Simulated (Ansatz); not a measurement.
# Mo/GaN/TaN: conductance against the thickness of the layer, part 8 of 8

Aim: the conductance of Mo/GaN/TaN junctions as the barrier thickens. The lower electrode is Mo bcc(001), the upper one TaN rock salt(001); the barrier is GaN zinc blende(001) (Ga and Ga faces). In the first transport cell, after relaxation, the nearest pair of electrode and barrier is Mo–Ga at 2.81 Å, at a slant, at the lower face and Ta–Ga at 2.73 Å, at a slant, at the upper one. All share a net of side 3.217 Å, which strains the lower electrode by +2.1 %, the upper one by +2.9 % and the barrier by +0.0 %, against typed lattice constants near PBE's. The first steps treat the bulk electrodes alone.

Ansatz 0.2.0; PBE DFT, plane waves, PAW files (the session's first sound run).

So far, transmission at the Fermi level (a spin, zone mean): step 5 (transmission over a wide range of energy) 0.00105; step 6 (40 atoms, atomic planes in the barrier 5, gap between the …) 0.0345; step 7 (42 atoms, atomic planes in the barrier 7, gap between the …) 0.00556; step 10 (48 atoms, atomic planes in the barrier 13, gap between the …) 8.4e-5.

## Step 12: Conductance on a fine mesh, 54 atoms

Level of this step: PBE DFT, plane waves, PAW files; ballistic transmission by layer matching between semi-infinite leads (Ansatz).

System of this step: Mo/GaN/TaN. The cell holds 54 atoms: 11 Mo, 10 Ga, 21 N and 12 Ta. Its edges and angles: a = 3.217 Å, b = 3.217 Å, c = 78.346 Å, α = 90.0°, β = 90.0°, γ = 90.0°. Regions: left electrode, 11 atoms (11 Mo); barrier, 19 atoms (10 Ga and 9 N); right electrode, 24 atoms (12 N and 12 Ta). Vacuum lies along c.

Barrier layers are added or taken out in the middle, and the relaxed faces stay.

input.yaml reads:

```yaml
crystal:
  lattice:
    - [3.217, 0.0, 0.0]
    - [0.0, 3.217, 0.0]
    - [0.0, 0.0, 78.3455654532]
  atoms:
    - { symbol: Mo, position: [0.03145481, 0.67857205, 0.0893477501] }
    - { symbol: Mo, position: [0.53145481, 0.17857205, 0.1092799802] }
    - { symbol: Mo, position: [0.03145481, 0.67857205, 0.1292122103] }
    - { symbol: Mo, position: [0.53145481, 0.17857205, 0.1491444404] }
    - { symbol: Mo, position: [0.03145481, 0.67857205, 0.1690766705] }
    - { symbol: Mo, position: [0.53145481, 0.17857205, 0.1890089006] }
    - { symbol: Mo, position: [0.03145481, 0.67857205, 0.2089411307] }
    - { symbol: Mo, position: [0.53145481, 0.17857205, 0.2288733608] }
    - { symbol: Mo, position: [0.03145481, 0.67857205, 0.2488055909] }
    - { symbol: Mo, position: [0.53145481, 0.17857205, 0.268737821] }
    - { symbol: Mo, position: [0.03154349, 0.67832589, 0.2862900982] }
    - { symbol: Ga, position: [0.53188234, 0.17795848, 0.3074463704] }
    - { symbol: "N", position: [0.03199695, 0.17731485, 0.3230294955] }
    - { symbol: Ga, position: [0.03226836, 0.67726766, 0.3374892567] }
    - { symbol: "N", position: [0.53236156, 0.67692438, 0.352077105] }
    - { symbol: Ga, position: [0.53227641, 0.17684642, 0.3665481162] }
    - { symbol: "N", position: [0.03236156, 0.17692438, 0.3811015738] }
    - { symbol: Ga, position: [0.03227641, 0.67684642, 0.3955725851] }
    - { symbol: "N", position: [0.53236156, 0.67692438, 0.4101260426] }
    - { symbol: Ga, position: [0.53227641, 0.17684642, 0.4245970539] }
    - { symbol: "N", position: [0.03236156, 0.17692438, 0.4391505115] }
    - { symbol: Ga, position: [0.03227641, 0.67684642, 0.4536215227] }
    - { symbol: "N", position: [0.53236156, 0.67692438, 0.4681749803] }
    - { symbol: Ga, position: [0.53227641, 0.17684642, 0.4826459915] }
    - { symbol: "N", position: [0.03236156, 0.17692438, 0.4971994491] }
    - { symbol: Ga, position: [0.03227641, 0.67684642, 0.5116704603] }
    - { symbol: "N", position: [0.53261228, 0.67650631, 0.5262239179] }
    - { symbol: Ga, position: [0.52906163, 0.17636645, 0.5406885569] }
    - { symbol: "N", position: [0.0341895, 0.17582422, 0.5553248911] }
    - { symbol: Ga, position: [0.96025855, 0.67505346, 0.5701476708] }
    - { symbol: "N", position: [0.23891474, 0.18617268, 0.6030853402] }
    - { symbol: Ta, position: [0.73660487, 0.68515706, 0.6037528193] }
    - { symbol: "N", position: [0.67818251, 0.73889152, 0.6315060258] }
    - { symbol: Ta, position: [0.17818251, 0.23889152, 0.6315060258] }
    - { symbol: "N", position: [0.17818251, 0.23889152, 0.6594206482] }
    - { symbol: Ta, position: [0.67818251, 0.73889152, 0.6594206482] }
    - { symbol: "N", position: [0.67818251, 0.73889152, 0.6873352706] }
    - { symbol: Ta, position: [0.17818251, 0.23889152, 0.6873352706] }
    - { symbol: "N", position: [0.17818251, 0.23889152, 0.715249893] }
    - { symbol: Ta, position: [0.67818251, 0.73889152, 0.715249893] }
    - { symbol: "N", position: [0.67818251, 0.73889152, 0.7431645154] }
    - { symbol: Ta, position: [0.17818251, 0.23889152, 0.7431645154] }
    - { symbol: "N", position: [0.17818251, 0.23889152, 0.7710791378] }
    - { symbol: Ta, position: [0.67818251, 0.73889152, 0.7710791378] }
    - { symbol: "N", position: [0.67818251, 0.73889152, 0.7989937603] }
    - { symbol: Ta, position: [0.17818251, 0.23889152, 0.7989937603] }
    - { symbol: "N", position: [0.17818251, 0.23889152, 0.8269083827] }
    - { symbol: Ta, position: [0.67818251, 0.73889152, 0.8269083827] }
    - { symbol: "N", position: [0.67818251, 0.73889152, 0.8548230051] }
    - { symbol: Ta, position: [0.17818251, 0.23889152, 0.8548230051] }
    - { symbol: "N", position: [0.17818251, 0.23889152, 0.8827376275] }
    - { symbol: Ta, position: [0.67818251, 0.73889152, 0.8827376275] }
    - { symbol: "N", position: [0.67818251, 0.73889152, 0.9106522499] }
    - { symbol: Ta, position: [0.17818251, 0.23889152, 0.9106522499] }
kpoints:
  mp_grid: { grid: [8, 8, 1] }
scf:
  occupations: { method: fermi_dirac, width: 0.1 }
  max_iter: 150
hamiltonian:
  xc: pbe
output:
  transmission:
    kmesh: [26, 26]
    e_range: [-0.26, 0.27]
    de: 0.0375
    leads: [[4, 5], [42, 44]]
```

Started as:

```sh
ansatz run input.yaml --threads 8 --pin off --max-ram 24576MiB --backend cpu --events-out ev --progress --plain --runs-dir out
```

Numbers of over 12 decimals in the logs are rounded to 6 here.

The program printed:

```text
Engine: ansatz 0.2.0, aarch64-unknown-linux-gnu
Pseudopotentials: kind: paw
Pseudopotential: Mo, paw, valence charge 14, recommended cutoff 420 eV (normal), Mo.paw.azcp
Pseudopotential: Ga, paw, valence charge 13, recommended cutoff 420 eV (normal), Ga.paw.azcp
Pseudopotential: N, paw, valence charge 5, recommended cutoff 420 eV (normal), N.paw.azcp
Pseudopotential: Ta, paw, valence charge 13, recommended cutoff 420 eV (normal), Ta.paw.azcp
Functional definition: PBE
  parameter kappa = 0.804
  parameter beta = 0.066725
  exchange = pbe_x(kappa = kappa, mu = beta*pi^2/3)
  correlation = pbe_c(beta = beta)
Crystal: 54 atoms, lattice volume = 810.805 Å³
Basis set: ecut = 420 eV, 15877 PW (Γ)
Bands: 327, of which v1, the nominal top of the filled ones, is band 273 counted from 1 (272 counted from 0)
Symmetry: 1 space group operations
Space group: P1 (ITA 1), of the structure as read, at distance tolerance 9.3e-5 Å
k-points: 34 of 64 (time reversal used)
Non-local potential: Mo, projectors of the file, l = 0: 3, l = 1: 2, l = 2: 2, l = 3: 1
Non-local potential: Ga, projectors of the file, l = 0: 2, l = 1: 2, l = 2: 3, l = 3: 1
Non-local potential: N, projectors of the file, l = 0: 2, l = 1: 2, l = 2: 1
Non-local potential: Ta, projectors of the file, l = 0: 3, l = 1: 2, l = 2: 2, l = 3: 1
PAW form: soft (Blöchl's): semilocal exchange-correlation on the pseudo side does not see the compensation charge
PAW one-centre angular grid: Mo, 590 points (default); XC on 64 Gauss nodes
PAW one-centre angular grid: Ga, 590 points (default); XC on 64 Gauss nodes
PAW one-centre angular grid: N, 110 points (default); XC on 64 Gauss nodes
PAW one-centre angular grid: Ta, 590 points (default); XC on 64 Gauss nodes
Initial density: superposition of atomic densities (neutral atoms: chi_scale 0, normalization atom), corrected by the library's trained network
Initial wavefunctions: pseudopotential atomic-orbital guess
Functional: x = pbe(κ = 0.804, μ = 0.219515), c = pbe(β = 0.066725)
SCF iter   1: F=—  HF=-219619.285730 eV  |F-HF|=—  |Δ(HF+E_count)|=         —  Δρ=7.44e-3  dr2=7.64e1  ethr=1.77e-3  ⟨swp⟩=7.9  Hψ=50284  notcnv=0
preconditioner: auto → LDOS  [metal: Δε(μ)=0.007 eV  Ē_g=10.229 eV  σ=0.100 eV  W_gap=0.02  n_scr=226 (ndim 8)  ℏωp=24.8 eV  f_vac=0.140  D(μ)=22.00/eV (n_scr^D=162)  β→1.0]
SCF iter   2: F=—  HF=-219619.105707 eV  |F-HF|=—  |Δ(HF+E_count)|=   1.80e-1  Δρ=2.98e-3  dr2=1.16e0  ethr=1.77e-3  ⟨swp⟩=1.4  Hψ=12846  notcnv=0  defer=19
SCF iter   3: F=—  HF=-219619.106606 eV  |F-HF|=—  |Δ(HF+E_count)|=   8.98e-4  Δρ=2.30e-3  dr2=1.58e-1  ethr=2.14e-4  ⟨swp⟩=2.3  Hψ=18458  notcnv=0  defer=25
SCF iter   4: F=—  HF=-219619.091955 eV  |F-HF|=—  |Δ(HF+E_count)|=   1.47e-2  Δρ=7.81e-4  dr2=3.94e-2  ethr=2.90e-5  ⟨swp⟩=2.4  Hψ=19413  notcnv=0  defer=16
SCF iter   5: F=—  HF=-219619.088604 eV  |F-HF|=—  |Δ(HF+E_count)|=   3.35e-3  Δρ=2.57e-4  dr2=9.68e-3  ethr=7.24e-6  ⟨swp⟩=2.3  Hψ=15222  notcnv=0  defer=14
SCF iter   6: F=—  HF=-219619.088549 eV  |F-HF|=—  |Δ(HF+E_count)|=   5.50e-5  Δρ=1.19e-4  dr2=2.59e-3  ethr=1.78e-6  ⟨swp⟩=2.0  Hψ=13718  notcnv=0  defer=14
SCF iter   7: F=—  HF=-219619.088530 eV  |F-HF|=—  |Δ(HF+E_count)|=   1.83e-5  Δρ=5.21e-5  dr2=5.34e-4  ethr=4.74e-7  ⟨swp⟩=2.0  Hψ=13710  notcnv=0  defer=14
SCF iter   8: F=—  HF=-219619.088535 eV  |F-HF|=—  |Δ(HF+E_count)|=   4.45e-6  Δρ=2.42e-5  dr2=5.09e-5  ethr=9.80e-8  ⟨swp⟩=2.0  Hψ=13983  notcnv=0  defer=14
SCF iter   9: F=—  HF=-219619.089574 eV  |F-HF|=—  |Δ(HF+E_count)|=   1.04e-3  Δρ=1.14e-5  dr2=6.23e-6  ethr=9.33e-9  ⟨swp⟩=2.7  Hψ=15234  notcnv=0  defer=15
SCF iter  10: F=—  HF=-219619.089574 eV  |F-HF|=—  |Δ(HF+E_count)|=   9.68e-8  Δρ=6.24e-6  dr2=2.47e-6  ethr=1.14e-9  ⟨swp⟩=2.9  Hψ=15867  notcnv=0  defer=15
SCF iter  11: F=—  HF=-219619.089574 eV  |F-HF|=—  |Δ(HF+E_count)|=   1.59e-7  Δρ=4.26e-6  dr2=1.21e-6  ethr=4.53e-10  ⟨swp⟩=2.2  Hψ=14241  notcnv=0  defer=15
SCF iter  12: F=—  HF=-219619.089574 eV  |F-HF|=—  |Δ(HF+E_count)|=   2.67e-8  Δρ=1.99e-6  dr2=3.67e-7  ethr=2.21e-10  ⟨swp⟩=2.1  Hψ=14039  notcnv=0  defer=15
SCF iter  13: F=-219619.089574 eV  HF=-219619.089574 eV  |F-HF|=4.24e-8  |Δ(HF+E_count)|=  2.91e-11  Δρ=1.13e-6  dr2=5.74e-8  ethr=1.83e-11  ⟨swp⟩=7.2  Hψ=30516  notcnv=0
SCF 1 converged in 13 iterations: F = -219619.089574 eV  dr2 = 5.74e-8
[...]
WARN: the run was ended behind the SCF: a stop after 1817 completed steps of the transmission. The result of record stands; what else was asked for is given out only as far as it was finished by then, or is formed of that. The run will not end as completed
SCF converged after 13 iterations
Free energy (F): -219619.089574 eV
Harris-Foulkes:  -219619.089574 eV  (|F-HF|=4.24e-8)
Internal energy: -219618.341188 eV  (E = F + TS)
E sigma→0 (E₀):  -219618.715381 eV
Entropy (-TS):   -0.748387 eV (-13.859 meV/atom)
Fermi energy:    13.601893 eV
--- Per-component energies (eV) ---
  E_band       = -3552.108574
  E_kinetic    = 13113.335119
  E_local      = -715413.514954  (includes V_loc(G=0)·N_el)
  E_nonlocal   = 6970.664843
  E_hartree    = 353209.182562
  E_xc         = -6578.027694
  E_vxc        = -7135.300763  (∫ρ·V_xc dr)
  E_paw        = -158563.902478  (= ΣΔE_a)
  E_vpaw       = -7505.617464  (= ΣTr[D̂ρ^β])
  E_aug_tail   = 0.003312  (compensation charges beyond the density's cutoff)
  E_ewald      = 287643.918103
  E_smearing   = -0.748387  (= −TS)
  E_closure    = 0.000000  (closes the sum)
  Σ components = -219619.089574   (vs F -219619.089574, Δ=0.00e0)
--- Band table (eV; the first three rows and the last of 34) ---
  k-point 0: bands = [... 269 lower, 12.5609, 12.5634, 12.6729, 12.8176, 12.8188, 12.8395, 12.9170, 12.9562, ... 50 higher]
  k-point 1: bands = [... 269 lower, 12.4943, 12.7378, 12.7895, 12.8088, 12.8680, 13.0042, 13.0374, 13.1128, ... 50 higher]
  k-point 2: bands = [... 269 lower, 12.9129, 12.9368, 13.0969, 13.1213, 13.1766, 13.2916, 13.3806, 13.4866, ... 50 higher]
  k-point 33: bands = [... 269 lower, 13.8255, 14.0718, 14.1367, 14.4603, 14.4734, 14.5657, 14.9003, 14.9453, ... 50 higher]
Error: SIGTERM received: cancelled by the caller after 1817 completed steps of the transmission, in an analysis behind the self-consistent cycle: that cycle's result was reported, and what else the deck asks for behind it is given out only as far as it was finished by then, or is formed of that: a resume of the run directory makes the rest
```

It took 10 min on 8 threads of Arm Neoverse V1, shared host; peak memory 12 GiB.

The run was cut off at the time limit after its SCF cycle had converged; no result of it is taken.

The program's message: “Error: SIGTERM received: cancelled by the caller after 1817 completed steps of the transmission, in an analysis behind the self-consistent cycle: that cycle's result was reported, and what else the de …”

## Step 13: Conductance, 56 atoms

System of this step: Mo/GaN/TaN. The cell holds 56 atoms: 11 Mo, 11 Ga, 22 N and 12 Ta. Its edges and angles: a = 3.217 Å, b = 3.217 Å, c = 80.620 Å, α = 90.0°, β = 90.0°, γ = 90.0°. Regions: left electrode, 11 atoms (11 Mo); barrier, 21 atoms (11 Ga and 10 N); right electrode, 24 atoms (12 N and 12 Ta). Vacuum lies along c.

Barrier layers are added or taken out in the middle, and the relaxed faces stay.

input.yaml reads:

```yaml
crystal:
  lattice:
    - [3.217, 0.0, 0.0]
    - [0.0, 3.217, 0.0]
    - [0.0, 0.0, 80.6195038748]
  atoms:
    - { symbol: Mo, position: [0.03145481, 0.67857205, 0.0868276244] }
    - { symbol: Mo, position: [0.53145481, 0.17857205, 0.1061976498] }
    - { symbol: Mo, position: [0.03145481, 0.67857205, 0.1255676752] }
    - { symbol: Mo, position: [0.53145481, 0.17857205, 0.1449377006] }
    - { symbol: Mo, position: [0.03145481, 0.67857205, 0.164307726] }
    - { symbol: Mo, position: [0.53145481, 0.17857205, 0.1836777514] }
    - { symbol: Mo, position: [0.03145481, 0.67857205, 0.2030477768] }
    - { symbol: Mo, position: [0.53145481, 0.17857205, 0.2224178022] }
    - { symbol: Mo, position: [0.03145481, 0.67857205, 0.2417878277] }
    - { symbol: Mo, position: [0.53145481, 0.17857205, 0.2611578531] }
    - { symbol: Mo, position: [0.03154349, 0.67832589, 0.278215054] }
    - { symbol: Ga, position: [0.53188234, 0.17795848, 0.2987745964] }
    - { symbol: "N", position: [0.03199695, 0.17731485, 0.3139181869] }
    - { symbol: Ga, position: [0.03226836, 0.67726766, 0.3279700988] }
    - { symbol: "N", position: [0.53236156, 0.67692438, 0.342146485] }
    - { symbol: Ga, position: [0.53227641, 0.17684642, 0.3562093297] }
    - { symbol: "N", position: [0.03236156, 0.17692438, 0.3703522952] }
    - { symbol: Ga, position: [0.03227641, 0.67684642, 0.3844151398] }
    - { symbol: "N", position: [0.53236156, 0.67692438, 0.3985581053] }
    - { symbol: Ga, position: [0.53227641, 0.17684642, 0.41262095] }
    - { symbol: "N", position: [0.03236156, 0.17692438, 0.4267639155] }
    - { symbol: Ga, position: [0.03227641, 0.67684642, 0.4408267601] }
    - { symbol: "N", position: [0.53236156, 0.67692438, 0.4549697257] }
    - { symbol: Ga, position: [0.53227641, 0.17684642, 0.4690325703] }
    - { symbol: "N", position: [0.03236156, 0.17692438, 0.4831755358] }
    - { symbol: Ga, position: [0.03227641, 0.67684642, 0.4972383805] }
    - { symbol: "N", position: [0.53236156, 0.67692438, 0.511381346] }
    - { symbol: Ga, position: [0.53227641, 0.17684642, 0.5254441906] }
    - { symbol: "N", position: [0.03261228, 0.17650631, 0.5395871562] }
    - { symbol: Ga, position: [0.02906163, 0.67636645, 0.5536438082] }
    - { symbol: "N", position: [0.5341895, 0.67582422, 0.5678673128] }
    - { symbol: Ga, position: [0.46025855, 0.17505346, 0.582272004] }
    - { symbol: "N", position: [0.73891474, 0.68617268, 0.6142806397] }
    - { symbol: Ta, position: [0.23660487, 0.18515706, 0.614929292] }
    - { symbol: "N", position: [0.17818251, 0.23889152, 0.6418996968] }
    - { symbol: Ta, position: [0.67818251, 0.73889152, 0.6418996968] }
    - { symbol: "N", position: [0.67818251, 0.73889152, 0.6690269647] }
    - { symbol: Ta, position: [0.17818251, 0.23889152, 0.6690269647] }
    - { symbol: "N", position: [0.17818251, 0.23889152, 0.6961542326] }
    - { symbol: Ta, position: [0.67818251, 0.73889152, 0.6961542326] }
    - { symbol: "N", position: [0.67818251, 0.73889152, 0.7232815005] }
    - { symbol: Ta, position: [0.17818251, 0.23889152, 0.7232815005] }
    - { symbol: "N", position: [0.17818251, 0.23889152, 0.7504087684] }
    - { symbol: Ta, position: [0.67818251, 0.73889152, 0.7504087684] }
    - { symbol: "N", position: [0.67818251, 0.73889152, 0.7775360362] }
    - { symbol: Ta, position: [0.17818251, 0.23889152, 0.7775360362] }
    - { symbol: "N", position: [0.17818251, 0.23889152, 0.8046633041] }
    - { symbol: Ta, position: [0.67818251, 0.73889152, 0.8046633041] }
    - { symbol: "N", position: [0.67818251, 0.73889152, 0.831790572] }
    - { symbol: Ta, position: [0.17818251, 0.23889152, 0.831790572] }
    - { symbol: "N", position: [0.17818251, 0.23889152, 0.8589178399] }
    - { symbol: Ta, position: [0.67818251, 0.73889152, 0.8589178399] }
    - { symbol: "N", position: [0.67818251, 0.73889152, 0.8860451077] }
    - { symbol: Ta, position: [0.17818251, 0.23889152, 0.8860451077] }
    - { symbol: "N", position: [0.17818251, 0.23889152, 0.9131723756] }
    - { symbol: Ta, position: [0.67818251, 0.73889152, 0.9131723756] }
kpoints:
  mp_grid: { grid: [8, 8, 1] }
scf:
  occupations: { method: fermi_dirac, width: 0.1 }
  max_iter: 150
hamiltonian:
  xc: pbe
output:
  transmission:
    kmesh: [26, 26]
    e_range: [-0.26, 0.27]
    de: 0.0375
    leads: [[4, 5], [44, 46]]
```

The program printed:

```text
Engine: ansatz 0.2.0, aarch64-unknown-linux-gnu
Pseudopotentials: kind: paw
Pseudopotential: Mo, paw, valence charge 14, recommended cutoff 420 eV (normal), Mo.paw.azcp
Pseudopotential: Ga, paw, valence charge 13, recommended cutoff 420 eV (normal), Ga.paw.azcp
Pseudopotential: N, paw, valence charge 5, recommended cutoff 420 eV (normal), N.paw.azcp
Pseudopotential: Ta, paw, valence charge 13, recommended cutoff 420 eV (normal), Ta.paw.azcp
Functional definition: PBE
  parameter kappa = 0.804
  parameter beta = 0.066725
  exchange = pbe_x(kappa = kappa, mu = beta*pi^2/3)
  correlation = pbe_c(beta = beta)
Crystal: 56 atoms, lattice volume = 834.338 Å³
Basis set: ecut = 420 eV, 16293 PW (Γ)
Bands: 338, of which v1, the nominal top of the filled ones, is band 282 counted from 1 (281 counted from 0)
Symmetry: 1 space group operations
Space group: P1 (ITA 1), of the structure as read, at distance tolerance 9.4e-5 Å
k-points: 34 of 64 (time reversal used)
Non-local potential: Mo, projectors of the file, l = 0: 3, l = 1: 2, l = 2: 2, l = 3: 1
Non-local potential: Ga, projectors of the file, l = 0: 2, l = 1: 2, l = 2: 3, l = 3: 1
Non-local potential: N, projectors of the file, l = 0: 2, l = 1: 2, l = 2: 1
Non-local potential: Ta, projectors of the file, l = 0: 3, l = 1: 2, l = 2: 2, l = 3: 1
PAW form: soft (Blöchl's): semilocal exchange-correlation on the pseudo side does not see the compensation charge
PAW one-centre angular grid: Mo, 590 points (default); XC on 64 Gauss nodes
PAW one-centre angular grid: Ga, 590 points (default); XC on 64 Gauss nodes
PAW one-centre angular grid: N, 110 points (default); XC on 64 Gauss nodes
PAW one-centre angular grid: Ta, 590 points (default); XC on 64 Gauss nodes
Initial density: superposition of atomic densities (neutral atoms: chi_scale 0, normalization atom), corrected by the library's trained network
Initial wavefunctions: pseudopotential atomic-orbital guess
Functional: x = pbe(κ = 0.804, μ = 0.219515), c = pbe(β = 0.066725)
SCF iter   1: F=—  HF=-223787.196368 eV  |F-HF|=—  |Δ(HF+E_count)|=         —  Δρ=7.36e-3  dr2=8.04e1  ethr=1.77e-3  ⟨swp⟩=7.9  Hψ=52270  notcnv=0
preconditioner: auto → LDOS  [metal: Δε(μ)=0.005 eV  Ē_g=10.414 eV  σ=0.100 eV  W_gap=0.01  n_scr=236 (ndim 8)  ℏωp=25.0 eV  f_vac=0.136  D(μ)=22.01/eV (n_scr^D=156)  β→1.0]
SCF iter   2: F=—  HF=-223787.013607 eV  |F-HF|=—  |Δ(HF+E_count)|=   1.83e-1  Δρ=2.93e-3  dr2=1.16e0  ethr=1.77e-3  ⟨swp⟩=1.2  Hψ=13236  notcnv=0  defer=22
SCF iter   3: F=—  HF=-223787.016237 eV  |F-HF|=—  |Δ(HF+E_count)|=   2.63e-3  Δρ=2.31e-3  dr2=1.69e-1  ethr=2.06e-4  ⟨swp⟩=2.3  Hψ=19642  notcnv=0  defer=41
SCF iter   4: F=—  HF=-223787.000227 eV  |F-HF|=—  |Δ(HF+E_count)|=   1.60e-2  Δρ=8.13e-4  dr2=4.60e-2  ethr=3.01e-5  ⟨swp⟩=2.4  Hψ=18898  notcnv=0  defer=25
SCF iter   5: F=—  HF=-223786.996173 eV  |F-HF|=—  |Δ(HF+E_count)|=   4.05e-3  Δρ=2.58e-4  dr2=1.13e-2  ethr=8.16e-6  ⟨swp⟩=2.2  Hψ=15605  notcnv=0  defer=25
SCF iter   6: F=—  HF=-223786.996104 eV  |F-HF|=—  |Δ(HF+E_count)|=   6.91e-5  Δρ=1.22e-4  dr2=3.20e-3  ethr=2.01e-6  ⟨swp⟩=2.1  Hψ=14461  notcnv=0  defer=25
SCF iter   7: F=—  HF=-223786.996068 eV  |F-HF|=—  |Δ(HF+E_count)|=   3.60e-5  Δρ=5.84e-5  dr2=7.05e-4  ethr=5.68e-7  ⟨swp⟩=2.1  Hψ=13858  notcnv=0  defer=25
```

Elapsed: 4.8 min, on 8 threads; peak memory 13 GiB.

Residual by cycle:

cycle, log10 residual and a bar from the least value:
```
        1        1.9 ##############################
        2        0.1 ###################
        3       -0.8 ##############
        4       -1.3 ###########
        5       -1.9 #######
        6       -2.5 ####
        7       -3.2
```

The run was cut off at its time limit.

After 7 cycles the residual stands at 7.1e-4.

## Step 14: Fit against thickness

This step: Fit of the logarithm of the conductance against the barrier's thickness, from PBE DFT, plane waves, PAW files (Ansatz 0.2.0).

No new run: the logarithm is fitted against the thickness.

Numbers from this step:

```
decay constant of the conductance : 0.65 Å⁻¹
r.m.s. misfit of ln G             : 0.17
```

From the end points alone, β = ln(2.51e+13 / 6.4e+10) / 9.09 Å = 5.97 / 9.09 Å = 0.66 Å⁻¹. One end point carries an error estimate of 57 %; a factor of 1.6 on it would move β by 0.05 Å⁻¹.

## Step 15: What came out

```json
{
  "1/G at 8.93 Å gap": "0.0398 Ω um²",
  "1/G at 18.0 Å gap": "15.6 Ω um²",
  "decay constant β": "0.65 Å⁻¹"
}
```

In words: A fit of ln G against d gives β = 0.65 Å⁻¹, and step by step the slopes are 0.81, 0.67, 0.62 and 0.53 Å⁻¹. They differ by more than a fifth, so the fit is an average; how much of this is a real bend and how much error of the runs wasn't traced. At the Fermi level the layers of the barrier in the wide-window run (9 planes) hold from 0.0087 to 0.25 states an eV and atom. The program's largest error estimate on these conductances is 61 %, from the leads' potential steps, in the run that gave 8.7e11 S/m². In 5 of these 5 runs a lead's potential steps by more than 25 meV, which the program flags as too much. No spin-orbit coupling, phonons, disorder or image charges enter; the interfaces are ordered, one cell wide and lattice-matched by strain. Semilocal gaps are too small, which can bring a band edge of the barrier nearer to the Fermi level than it is.

[Logs are printed without paths, hosts, clocks, repeated set-up lines and the standing remarks that a program may print on its own settings, such as how far it seeks lower states.]

[Hosts, paths, dates, database ids (printed as entryN), source tags and the programs' standing remarks are cut or masked in the printed files.]
